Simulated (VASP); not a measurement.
GeSe:

```xyz
8
Lattice="10.9657 0.0000 0.0000 0.0000 3.8828 0.0000 0.0000 0.0000 4.4200" Properties=species:S:1:pos:R:3 pbc="T T T"
Ge    1.3531    2.9121    3.9227
Ge    6.8359    2.9121    2.7073
Ge    4.1298    0.9707    1.7127
Ge    9.6127    0.9707    0.4973
Se    9.3745    2.9121    2.2183
Se    3.8916    2.9121    4.4117
Se    7.0741    0.9707    0.0083
Se    1.5912    0.9707    2.2017
```

Base run:

| Property | Result |
| --- | --- |
| Program | VASP 6.6.1 |
| Functional | PBE |
| Potentials or basis | VASP PAW PBE potentials, release 64 (Ge_d, Se) |
| Cutoff | 520 eV |
| k mesh | 2 × 4 × 4 |
| Occupations | gaussian, width 0.03 eV |
| Spin | no spin polarisation |

Its results: band gap on the k mesh 0.92 eV, direct; pressure 0.9 GPa; largest force 0.046 eV/Å.

Task: After a change of settings the same cell gave: band gap on the k mesh 1.20 eV, direct; pressure 0.3 GPa; largest force 0.120 eV/Å. Which change was it?
A. functional from PBE to PBE-EpsX
B. functional from PBE to HSE06
C. functional from PBE to PBE0

Result: A.

PBE-EpsX gives the wider gap, since exact exchange removes part of the self-interaction.

Caveats: the PAW data sets were made with another functional, which shifts forces and pressure a little (some runs).
